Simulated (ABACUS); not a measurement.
Au:

```
CELL_PARAMETERS angstrom
0.00000 2.03500 2.03500
2.03500 0.00000 2.03500
2.03500 2.03500 0.00000
ATOMIC_POSITIONS crystal
Au 0.00000 0.00000 0.00000
```

Base run:

| Quantity | Value |
| --- | --- |
| Program | ABACUS 3.10.1 |
| Functional | LDA-PW92 |
| Potentials or basis | PseudoDojo NC SR 0.4.1 LDA stringent |
| Cutoff | 1034 eV |
| Density cutoff | 4136 eV |
| Basis | plane waves |
| k mesh | 9 × 9 × 9 |
| Occupations | fermi-dirac, width 0.05 eV |
| Spin | no spin polarisation |

Its results: band gap on the k mesh none (metal or under the smearing width); pressure -3.5 GPa.

Question: The run is repeated on the same cell with these changes: functional from LDA-PW92 to PW91; potentials or basis from PseudoDojo NC SR 0.4.1 LDA stringent to Ansatz NC PBE. What comes out?

Answer: Band gap on the k mesh none (metal or under the smearing width); pressure 11.2 GPa.

Caveats: the potentials were made for another functional, which shifts forces and pressure (some runs).

Not every run made on this cell is shown here.
